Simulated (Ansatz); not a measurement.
Ni3Ge: an elastic constant from a strain scan

Computed with DFT r2SCAN, scalar-relativistic, plane waves, PAW (Ansatz). Settings: plane waves to 500 eV, k-mesh 14×14×14 (Γ-centred), Gaussian smearing 0.15 eV. No spin polarisation. A magnetic state may lie lower. Energies are free energies at this smearing, counted from the undisturbed cell; pressure is positive in compression.

Zero of the scan (relaxed at this level; it needn't be the usual structure):

```
Ni Ge
1.0
     3.53262    0.00000    0.00000
     0.00000    3.53262    0.00000
     0.00000    0.00000    3.53262
Ni Ge
3 1
Direct
  0.50000 0.00000 0.50000
  0.00000 0.50000 0.50000
  0.50000 0.50000 0.00000
  0.00000 0.00000 0.00000
```

The cell is strained by ε times the Voigt pattern (1, 0, 0, 0, 0, 0) (xx, yy, zz, yz, xz, xy; engineering shear) with fractional coordinates fixed. The cell holds 4 atoms in V0 = 44.08 Å³. The stress column is τ = (1/V0) dE/dε, got from the stress tensor σ (compression positive) at each point as −det(1 + εP) σ : P(1 + εP)⁻¹, with P the pattern as a tensor.

```
      ε  ΔE (meV/atom)  τ (GPa)
-0.0400              ?        ?
-0.0200          4.503   -6.636
 0.0000          0.000   -0.021
 0.0100          1.046    3.036
 0.0300          9.178    8.681
```

Task: Which combination of elastic constants does this scan measure, and how large is it?

Result: For small ε, τ = τ0 + Kε with K = pᵀCp, which for this pattern is C11 in the cubic axes. The parabola through τ at ε = -0.0200, 0 and 0.0100 has slope K = 314 GPa at zero. The energies per cell, E = NΔE, of the same two points give K = 2[E(ε₊)/ε₊ − E(ε₋)/ε₋]/[(ε₊ − ε₋)V0] = 320 GPa, in agreement.

Task: Predict the withheld row at ε = -0.0400 from the harmonic law, and compare.

Result: ΔE = V0(τ0 ε + Kε²/2)/N = 17.343 meV/atom and τ = -12.58 GPa. The calculation gives 18.584 meV/atom and -13.95 GPa: the energy lies 7 % above the harmonic value, as bonds stiffen under compression.

In a metal these slopes depend on the k mesh and the smearing.

Cost: 5 runs of about 11 core-minutes in all, on Intel Xeon Processor @ 2.50GHz (Skylake/Cascade Lake) (shared hosts).